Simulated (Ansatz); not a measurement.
# 2H-WS2 bilayer (2H stacking) in a perpendicular field, part 2 of 3

Wanted: the out-of-plane response of the 2H-WS2 bilayer (2H stacking). A positive field points along +c.

Ansatz 0.2.0; plane-wave DFT, PBE-D3(BJ), Ansatz PAW.

So far. Step 2 (Relaxing the slab): The lattice constant a goes from 3.180 to 3.157 Å.

## 3. Atoms held, field 0, start network

A sawtooth potential applies the field, turning back in the middle of the vacuum. With the dipole correction the typed value is the field outside the slab. The induced dipole is small, so the SCF threshold is tight.

The cell differs from the one that the last finished run ended in (c 50.951 → 27.234 Å).

File input.yaml:

```yaml
crystal:
  lattice:
    - [3.1567944301, 0.0, 0.0]
    - [-1.5783972151, 2.733864171, 0.0]
    - [0.0, 0.0, 27.2343582504]
  atoms:
    - { symbol: S, position: [0.3333333333, 0.6666666667, 0.3304649192] }
    - { symbol: W, position: [0.0, 0.0, 0.3883523795] }
    - { symbol: S, position: [0.3333333333, 0.6666666667, 0.4461693152] }
    - { symbol: S, position: [0.0, 0.0, 0.5538306848] }
    - { symbol: W, position: [0.3333333333, 0.6666666667, 0.6116476205] }
    - { symbol: S, position: [0.0, 0.0, 0.6695350808] }
kpoints:
  mp_grid: { grid: [18, 18, 1] }
  band_path:
    path: [[0, 0, 0], [0.5, 0, 0], [0.33333333, 0.33333333, 0], [0, 0, 0]]
    npoints: 16
hamiltonian:
  xc: pbe
  dispersion: d3bj
scf:
  occupations: { method: fermi_dirac, width: 0.02585 }
  convergence: { dr2_threshold: 1.0e-10 }
efield:
  axis: 3
  dipole_correction: true
  ramp_position: 0.97
  ramp_width: 0.06
  amplitude: 0
output:
  dos: { projected: true, e_range: [-6, 5] }
  write_potential: true
  write_density: true
  volumetric_format: npy
  elf: true
```

On the command line:

```
$ ansatz run input.yaml --threads 2 --pin off --max-ram 4096MiB --backend cpu --events-out ev --progress --plain --runs-dir out
```

Numbers of over 12 decimals in the logs are rounded to 6 here.

The log of the run:

```text
[...]
Crystal: 6 atoms, lattice volume = 235.039 Å³
Basis set: ecut = 420 eV, 4531 PW (Γ)
Bands: 32, of which v1, the nominal top of the filled ones, is band 26 counted from 1 (25 counted from 0)
Symmetry: 6 space group operations
k-points: 37 of 324 (time reversal used)
[...]
SCF iter   1: F=—  HF=-24384.997610 eV  |F-HF|=—  |Δ(HF+E_count)|=         —  Δρ=3.72e-3  dr2=4.15e-2  ethr=1.77e-3  p=0.000 e·Å  D=1.59e-13 V/Å  ΔV_dip=-0.00 eV  dr2_dipole=1.51e-8  V_vac-E_F(+/−)=4.77/4.77 eV  ⟨swp⟩=8.9  Hψ=6451  notcnv=0
efield: sawtooth ramp at fractional position 0.9700 (set: `efield.ramp_position`, or a place that a band, a saddle search or an elastic batch's reference lends), width 0.0600; the density the first Hamiltonian is built on has a dipole p = 0.000 e·Å; the dipole correction subtracts the counter field D = 1.59e-13 V/Å, which shifts the + side's vacuum level by -0.00 eV against the − side's; the planar-averaged density in the ramp window peaks in size at 1.6e-5 e/Å³
[...]
SCF iter   2: F=—  HF=-24385.002059 eV  |F-HF|=—  |Δ(HF+E_count)|=   4.45e-3  Δρ=2.05e-3  dr2=1.34e-2  ethr=7.97e-5  p=-0.000 e·Å  D=-1.73e-5 V/Å  ΔV_dip=0.00 eV  dr2_dipole=4.21e-8  V_vac-E_F(+/−)=4.75/4.75 eV  ⟨swp⟩=3.4  Hψ=2444  notcnv=0  defer=46
[...]
SCF iter  12: F=-24385.006255 eV  HF=-24385.006255 eV  |F-HF|=0.00e0  |Δ(HF+E_count)|=  3.64e-12  Δρ=8.13e-8  dr2=2.93e-11  ethr=1.00e-12  p=0.000 e·Å  D=6.58e-9 V/Å  ΔV_dip=-0.00 eV  dr2_dipole=1.83e-14  V_vac-E_F(+/−)=4.61/4.61 eV  ⟨swp⟩=2.4  Hψ=2315  notcnv=0
SCF 1 converged in 12 iterations: F = -24385.006255 eV  dr2 = 2.93e-11
[...]
NSCF: frozen V_eff on 49 k-points
efield: sawtooth ramp at fractional position 0.9700 (kept from the solve that this one continues, or follows in the run), width 0.0600; the density the first Hamiltonian is built on has a dipole p = 0.000 e·Å; the dipole correction subtracts the counter field D = 6.58e-9 V/Å, which shifts the + side's vacuum level by -0.00 eV against the − side's; the planar-averaged density in the ramp window peaks in size at 4.4e-7 e/Å³
[...]
SCF converged after 12 iterations
Free energy (F): -24385.006255 eV
[...]
Internal energy: -24385.006255 eV  (E = F + TS)
E sigma→0 (E₀):  -24385.006255 eV
Fermi energy:    2.990034 eV
Dipole field:    D = -0.000000 V/Å  (p = -0.000000 e·Å, saw-weighted, corrected)
Work function:   Φ+ = 4.6114 eV   Φ− = 4.6114 eV
Levels:          The Fermi level and band energies are counted from a zero that moves with the ramp; work functions are not
[...]
--- Band table (eV; the first three rows and the last of 37) ---
  k-point 0: bands = [... 22 lower, 0.3578, 0.3578, 1.5847, 2.3351, 4.8326, 4.8326, 4.8505, 4.8505, ... 2 higher]
  k-point 1: bands = [... 22 lower, 0.3843, 0.6131, 1.5789, 2.2623, 4.7918, 4.8044, 4.8379, 4.8527, ... 2 higher]
  k-point 2: bands = [... 22 lower, 0.3975, 0.7549, 1.5389, 2.0312, 4.5168, 4.6316, 4.7092, 4.7328, ... 2 higher]
  k-point 36: bands = [... 22 lower, -0.4845, -0.4845, 1.8412, 1.9616, 3.8411, 3.8411, 4.8331, 5.5093, ... 2 higher]
```

Wall time 49 s (2 threads of Intel Xeon at 2.50GHz (Skylake/Cascade Lake), shared host); peak memory 0.64 GiB.

This step gave:

```
gap on the k-mesh                  : 1.352 eV
dipole along the normal            : -2.09e-7 e·Å
gap along the path                 : 1.352 eV
smallest direct gap along the path : 1.880 eV
ionisation energy, upper face      : 5.266 eV
electron affinity, upper face      : 3.914 eV
gap, the smaller of path and mesh  : 1.352 eV
```

Running mean over a fixed 2.7 Å (it still follows the layers) of the planar mean; the ramp of the sawtooth is left out. Electron's electrostatic potential energy less the Fermi level against z:

```csv
z (Å),electron's electrostatic potential energy less the Fermi level (eV)
4,4.61
5,4.61
6,4.58
7,3.81
8,-0.686
9,-6.33
10,-12.0
11,-12.1
12,-7.61
13,-2.05
14,-1.53
15,-5.77
16,-12.0
17,-12.0
18,-8.24
19,-1.82
20,3.06
21,4.54
22,4.61
23,4.61
24,4.61
```

The density of states has structure finer than the step of the table below, so its rows give means over 0.25 eV, whole bins alone (the curve runs from -6 to 1.55 eV). Peaks (eV: height): -5.640: 8.80, -5.310: 18.4, -4.480: 20.7, -4.320: 10.8, -3.270: 10.8, -1.950: 9.04, 1.530: 13.7.

The density of states by energy, zero at the Fermi level of the run, which the smearing sets inside the gap; means over each step:

```csv
energy (eV),density of states (states/eV a cell)
-5.75,4.11
-5.50,5.48
-5.25,6.68
-5.00,2.49
-4.75,4.32
-4.50,7.71
-4.25,4.90
-4.00,3.04
-3.75,3.23
-3.50,4.07
-3.25,8.85
-3.00,5.31
-2.75,5.04
-2.50,3.62
-2.25,3.05
-2.00,5.70
-1.75,4.24
-1.50,2.94
-1.25,1.19
-1.00,0.379
-0.75,0.240
-0.50,0
-0.25,0
0.00,0
0.25,0
0.50,0
0.75,0.911
1.00,2.68
1.25,4.20
```

Projected DOS per atom over height of the atomic layer and energy from the Fermi level. Layers: S W S S W S from below.

Ten even steps from '_' (0.00 states/eV) to '@' (1.76 states/eV), each cell a mean:
```
--@@::::@@--
..++....++..
__..____..__
____________
____________
____________
____________
____________
__==____==__
..##....##..
::%%::::%%::
--..----..--
++::++++::++
##==####==##
++==++++==++
::--::::--::
------------
************
==--------==
------------
**++****++**
--::----::--
```
Columns: height of the atomic layer (Å) from 9 to 18.2 (not evenly spaced); rows upwards: energy from the Fermi level (eV) from -5.96 to 1.51.

The electronic bands at the labelled points (eV, zero at the Fermi level of the run, which the smearing sets inside the gap):

```csv
point,band 23,band 24,band 25,band 26,band 27,band 28,band 29,band 30
Γ,-2.63,-2.63,-1.41,-0.65,1.84,1.84,1.86,1.86
halfway,-2.95,-2.57,-2.03,-1.94,1.05,1.43,1.49,1.56
M,-2.36,-2.24,-2.10,-1.99,1.87,1.90,2.22,2.38
halfway,-3.41,-3.17,-1.59,-1.45,1.52,1.58,2.34,2.55
K,-3.47,-3.47,-1.15,-1.03,0.85,0.85,1.84,2.52
halfway,-2.52,-2.40,-1.97,-1.95,0.70,1.15,1.68,1.85
Γ,-2.63,-2.63,-1.41,-0.65,1.84,1.84,1.86,1.86
```

ELF in the ca plane at fractional y = 0.667, with atoms of S and W within 0.2 Å of it. It is the smooth field of the valence electrons, not physical close to the nuclei.

Ten even steps from '0' (0.00) to '9' (0.94), each cell a mean:
```
00000000000000000012332233123321015787753235
00000000000000000012221233122210015787753335
00000000000000012567775222367775103677632223
00000000000000147898887422688899500234336753
00000000000001368996147523662289710012266365
00000000000001368996137523662289810012265266
00000000000000247998787422687799500234336763
00000000000000013578875222368876102566532323
```
Columns run along c (16.0 Å, from fractional 0.07 to 0.65 of the cell), rows up along a (3.2 Å). Atoms in or near the plane, at fractional coordinates: S at (0.33, 0.33), S at (0.45, 0.33), W at (0.61, 0.33).

Electrostatic potential energy in the ca plane at fractional y = 0.667, with atoms of S and W within 0.2 Å of it. With pseudopotentials it is smooth inside the atoms' cores, unlike the true potential.

Ten even steps from '0' (-41 eV) to '9' (8 eV), each cell a mean:
```
99999999999999999999988645789999999877888888
99999999999999999999988645789999999877888888
99999999999999999998788766787789999988876567
99999999999999999973236888852258999998741015
99999999999999999841214888721216999998610002
99999999999999999841213888721216999998610001
99999999999999999973126888752148999998740004
99999999999999999997778767787789999988875457
```
Columns run along c (16.0 Å, from fractional 0.07 to 0.65 of the cell; values clipped at the 3rd and 97th percentile), rows up along a (3.2 Å). Atoms in or near the plane, at fractional coordinates: S at (0.33, 0.33), S at (0.45, 0.33), W at (0.61, 0.33).

Valence density in the ca plane at fractional y = 0.667, with atoms of S and W within 0.2 Å of it. It is the smooth field of the valence electrons, not physical close to the nuclei.

Ten steps, logarithmic in the rise over the least value, from '0' (0.0 e/Å³) to '9' (4.9 e/Å³), each cell a mean:
```
00000000000000000123334566443321112455544444
00000000000000000112334566443321112455544444
00000000000000000234554455455543112344445554
00000000000000001356665444566664211234468986
00000000000000002466566544566565311123589998
00000000000000002466566544565565311123589998
00000000000000001356666544566664311234468986
00000000000000001234555455455543212344455655
```
Columns run along c (16.0 Å, from fractional 0.07 to 0.65 of the cell), rows up along a (3.2 Å). Atoms in or near the plane, at fractional coordinates: S at (0.33, 0.33), S at (0.45, 0.33), W at (0.61, 0.33).

The gap is 1.35 eV, with the valence edge 5.27 eV and the conduction edge 3.91 eV under the upper vacuum level. Spin-orbit coupling, left out in this run, matters for the bands of elements this heavy.

## 4. Single point, field 0.05 V/Å

input.yaml: that of step 3 with these lines changed.

```diff
@@ -28,5 +28,4 @@
   ramp_width: 0.06
-  amplitude: 0
+  amplitude: 0.05
 output:
-  dos: { projected: true, e_range: [-6, 5] }
   write_potential: true
@@ -34,2 +33 @@
   volumetric_format: npy
-  elf: true
```

The log of the run:

```text
[...]
Crystal: 6 atoms, lattice volume = 235.039 Å³
Basis set: ecut = 420 eV, 4531 PW (Γ)
Bands: 32, of which v1, the nominal top of the filled ones, is band 26 counted from 1 (25 counted from 0)
Symmetry: 6 space group operations
k-points: 37 of 324 (time reversal used)
[...]
k-point 0: bands = [... 22 lower, 0.3698, 0.3698, 1.5842, 2.3356, 4.8188, 4.8188, 4.8617, 4.8617, ... 2 higher]
  k-point 1: bands = [... 22 lower, 0.3828, 0.6145, 1.5784, 2.2629, 4.7738, 4.8163, 4.8340, 4.8494, ... 2 higher]
  k-point 2: bands = [... 22 lower, 0.3962, 0.7558, 1.5382, 2.0320, 4.5122, 4.6326, 4.7092, 4.7289, ... 2 higher]
  k-point 36: bands = [... 22 lower, -0.5045, -0.4642, 1.8368, 1.9658, 3.8178, 3.8643, 4.8322, 5.5100, ... 2 higher]
[key lines of the parts left out:]
SCF converged after 14 iterations
Free energy (F): -24385.006868 eV
Fermi energy:    2.989688 eV
Dipole field:    D = 0.018858 V/Å  (p = 0.024495 e·Å, saw-weighted, corrected)
```

It took 55 s on 2 threads; peak memory 0.62 GiB.

The dipole is 0.0245 e·Å, and the gap 1.350 eV.

## 5. Atoms held, field -0.05 V/Å

input.yaml: that of step 4 with these lines changed.

```diff
@@ -28,3 +28,3 @@
   ramp_width: 0.06
-  amplitude: 0.05
+  amplitude: -0.05
 output:
```

The log of the run:

```text
[...]
Crystal: 6 atoms, lattice volume = 235.039 Å³
Basis set: ecut = 420 eV, 4531 PW (Γ)
Bands: 32, of which v1, the nominal top of the filled ones, is band 26 counted from 1 (25 counted from 0)
Symmetry: 6 space group operations
k-points: 37 of 324 (time reversal used)
[...]
k-point 0: bands = [... 22 lower, 0.3698, 0.3698, 1.5842, 2.3356, 4.8188, 4.8188, 4.8617, 4.8617, ... 2 higher]
  k-point 1: bands = [... 22 lower, 0.3828, 0.6146, 1.5784, 2.2629, 4.7738, 4.8163, 4.8340, 4.8494, ... 2 higher]
  k-point 2: bands = [... 22 lower, 0.3962, 0.7558, 1.5382, 2.0320, 4.5122, 4.6326, 4.7092, 4.7289, ... 2 higher]
  k-point 36: bands = [... 22 lower, -0.5045, -0.4642, 1.8368, 1.9658, 3.8178, 3.8643, 4.8322, 5.5100, ... 2 higher]
[key lines of the parts left out:]
SCF converged after 14 iterations
Free energy (F): -24385.006868 eV
Fermi energy:    2.989691 eV
Dipole field:    D = -0.018858 V/Å  (p = -0.024495 e·Å, saw-weighted, corrected)
```

The job ended after 53 s (2 threads; peak memory 0.62 GiB).

The dipole is -0.0245 e·Å, and the gap 1.350 eV.

## 6. Atoms held, field 0.1 V/Å

input.yaml: that of step 5 with these lines changed.

```diff
@@ -26,5 +26,5 @@
   dipole_correction: true
-  ramp_position: 0.97
-  ramp_width: 0.06
-  amplitude: -0.05
+  ramp_position: 0.9541
+  ramp_width: 0.0918
+  amplitude: 0.1
 output:
```

The log of the run:

```text
[...]
Crystal: 6 atoms, lattice volume = 235.039 Å³
Basis set: ecut = 420 eV, 4531 PW (Γ)
Bands: 32, of which v1, the nominal top of the filled ones, is band 26 counted from 1 (25 counted from 0)
Symmetry: 6 space group operations
k-points: 37 of 324 (time reversal used)
[...]
k-point 0: bands = [... 22 lower, 0.3905, 0.3905, 1.5827, 2.3372, 4.7976, 4.7976, 4.8721, 4.8721, ... 2 higher]
  k-point 1: bands = [... 22 lower, 0.3785, 0.6189, 1.5770, 2.2646, 4.7498, 4.8046, 4.8405, 4.8495, ... 2 higher]
  k-point 2: bands = [... 22 lower, 0.3926, 0.7585, 1.5361, 2.0344, 4.4997, 4.6331, 4.7111, 4.7183, ... 2 higher]
  k-point 36: bands = [... 22 lower, -0.5243, -0.4437, 1.8250, 1.9771, 3.7943, 3.8873, 4.8295, 5.5121, ... 2 higher]
[key lines of the parts left out:]
SCF converged after 14 iterations
Free energy (F): -24385.008705 eV
Fermi energy:    2.988685 eV
Dipole field:    D = 0.037715 V/Å  (p = 0.048988 e·Å, saw-weighted, corrected)
```

Elapsed: 51 s, on 2 threads; peak memory 0.61 GiB.

The dipole is 0.0490 e·Å, and the gap 1.345 eV.

## 7. Atoms held, field -0.1 V/Å

input.yaml: that of step 6 with these lines changed.

```diff
@@ -28,3 +28,3 @@
   ramp_width: 0.0918
-  amplitude: 0.1
+  amplitude: -0.1
 output:
```

The log of the run:

```text
[...]
Crystal: 6 atoms, lattice volume = 235.039 Å³
Basis set: ecut = 420 eV, 4531 PW (Γ)
Bands: 32, of which v1, the nominal top of the filled ones, is band 26 counted from 1 (25 counted from 0)
Symmetry: 6 space group operations
k-points: 37 of 324 (time reversal used)
[...]
k-point 0: bands = [... 22 lower, 0.3905, 0.3905, 1.5827, 2.3372, 4.7976, 4.7976, 4.8721, 4.8721, ... 2 higher]
  k-point 1: bands = [... 22 lower, 0.3785, 0.6189, 1.5770, 2.2646, 4.7498, 4.8046, 4.8405, 4.8495, ... 2 higher]
  k-point 2: bands = [... 22 lower, 0.3926, 0.7585, 1.5361, 2.0344, 4.4997, 4.6331, 4.7111, 4.7183, ... 2 higher]
  k-point 36: bands = [... 22 lower, -0.5243, -0.4437, 1.8250, 1.9771, 3.7943, 3.8873, 4.8295, 5.5121, ... 2 higher]
[key lines of the parts left out:]
SCF converged after 15 iterations
Free energy (F): -24385.008705 eV
Fermi energy:    2.988683 eV
Dipole field:    D = -0.037721 V/Å  (p = -0.048996 e·Å, saw-weighted, corrected)
```

Wall time 52 s (2 threads); peak memory 0.63 GiB; 96 s of CPU time.

The dipole is -0.0490 e·Å, and the gap 1.345 eV.

## 8. Atoms held, field 0.2 V/Å

input.yaml: that of step 7 with these lines changed.

```diff
@@ -28,3 +28,3 @@
   ramp_width: 0.0918
-  amplitude: -0.1
+  amplitude: 0.2
 output:
```

The log of the run:

```text
[...]
Crystal: 6 atoms, lattice volume = 235.039 Å³
Basis set: ecut = 420 eV, 4531 PW (Γ)
Bands: 32, of which v1, the nominal top of the filled ones, is band 26 counted from 1 (25 counted from 0)
Symmetry: 6 space group operations
k-points: 37 of 324 (time reversal used)
[...]
k-point 0: bands = [... 22 lower, 0.4348, 0.4348, 1.5770, 2.3435, 4.7518, 4.7518, 4.8572, 4.8572, ... 2 higher]
  k-point 1: bands = [... 22 lower, 0.3630, 0.6348, 1.5711, 2.2714, 4.6996, 4.7624, 4.8104, 4.8511, ... 2 higher]
  k-point 2: bands = [... 22 lower, 0.3785, 0.7687, 1.5282, 2.0439, 4.4608, 4.6188, 4.6847, 4.7307, ... 2 higher]
  k-point 36: bands = [... 22 lower, -0.5628, -0.4024, 1.7894, 2.0107, 3.7468, 3.9328, 4.8190, 5.5202, ... 2 higher]
[key lines of the parts left out:]
SCF converged after 15 iterations
Free energy (F): -24385.016055 eV
Fermi energy:    2.984768 eV
Dipole field:    D = 0.075453 V/Å  (p = 0.098007 e·Å, saw-weighted, corrected)
```

Run time: 56 s. Hardware: 2 threads; peak memory 0.62 GiB.

The dipole is 0.0980 e·Å, and the gap 1.325 eV.

## 9. Atoms held, field -0.2 V/Å

input.yaml: that of step 8 with these lines changed.

```diff
@@ -28,3 +28,3 @@
   ramp_width: 0.0918
-  amplitude: 0.2
+  amplitude: -0.2
 output:
```

The log of the run:

```text
[...]
Crystal: 6 atoms, lattice volume = 235.039 Å³
Basis set: ecut = 420 eV, 4531 PW (Γ)
Bands: 32, of which v1, the nominal top of the filled ones, is band 26 counted from 1 (25 counted from 0)
Symmetry: 6 space group operations
k-points: 37 of 324 (time reversal used)
[...]
k-point 0: bands = [... 22 lower, 0.4348, 0.4348, 1.5770, 2.3435, 4.7518, 4.7518, 4.8572, 4.8572, ... 2 higher]
  k-point 1: bands = [... 22 lower, 0.3630, 0.6348, 1.5711, 2.2714, 4.6996, 4.7624, 4.8103, 4.8511, ... 2 higher]
  k-point 2: bands = [... 22 lower, 0.3785, 0.7687, 1.5282, 2.0439, 4.4608, 4.6188, 4.6847, 4.7307, ... 2 higher]
  k-point 36: bands = [... 22 lower, -0.5628, -0.4024, 1.7894, 2.0107, 3.7468, 3.9328, 4.8190, 5.5202, ... 2 higher]
[key lines of the parts left out:]
SCF converged after 15 iterations
Free energy (F): -24385.016055 eV
Fermi energy:    2.984766 eV
Dipole field:    D = -0.075453 V/Å  (p = -0.098007 e·Å, saw-weighted, corrected)
```

The job ended after 54 s (2 threads; peak memory 0.62 GiB; 1.7 min of CPU time).

The dipole is -0.0980 e·Å, and the gap 1.325 eV.

## 10. Single point, field 0.3 V/Å

input.yaml: that of step 9 with these lines changed.

```diff
@@ -26,5 +26,5 @@
   dipole_correction: true
-  ramp_position: 0.9541
-  ramp_width: 0.0918
-  amplitude: -0.2
+  ramp_position: 0.9515
+  ramp_width: 0.0971
+  amplitude: 0.3
 output:
```

The log of the run:

```text
[...]
Crystal: 6 atoms, lattice volume = 235.039 Å³
Basis set: ecut = 420 eV, 4531 PW (Γ)
Bands: 32, of which v1, the nominal top of the filled ones, is band 26 counted from 1 (25 counted from 0)
Symmetry: 6 space group operations
k-points: 37 of 324 (time reversal used)
[...]
k-point 0: bands = [... 22 lower, 0.4789, 0.4789, 1.5675, 2.3534, 4.7038, 4.7038, 4.8183, 4.8183, ... 2 higher]
  k-point 1: bands = [... 22 lower, 0.3932, 0.6571, 1.5615, 2.2822, 4.6474, 4.7174, 4.7701, 4.8021, ... 2 higher]
  k-point 2: bands = [... 22 lower, 0.3565, 0.7835, 1.5156, 2.0586, 4.4126, 4.5874, 4.6429, 4.7658, ... 2 higher]
  k-point 36: bands = [... 22 lower, -0.5996, -0.3610, 1.7465, 2.0497, 3.6986, 3.9772, 4.8019, 5.5329, ... 2 higher]
[key lines of the parts left out:]
SCF converged after 13 iterations
Free energy (F): -24385.028307 eV
Fermi energy:    2.978372 eV
Dipole field:    D = 0.113202 V/Å  (p = 0.147039 e·Å, saw-weighted, corrected)
```

Elapsed: 52 s, on 2 threads; peak memory 0.62 GiB; 1.7 min of CPU time.

The dipole is 0.147 e·Å, and the gap 1.293 eV.

(Part 2 of 3 ends here.)

[Logs are printed without paths, hosts, clocks, repeated set-up lines and the standing remarks that a program may print on its own settings, such as how far it seeks lower states.]

[Hosts, paths, dates, database ids (printed as entryN), source tags and the programs' standing remarks are cut or masked in the printed files.]

[Maps of the electrostatic potential energy from Ansatz leave out the sawtooth potential of an applied field or a dipole correction, so their vacuum need not be flat; planar profiles and work functions include it.]
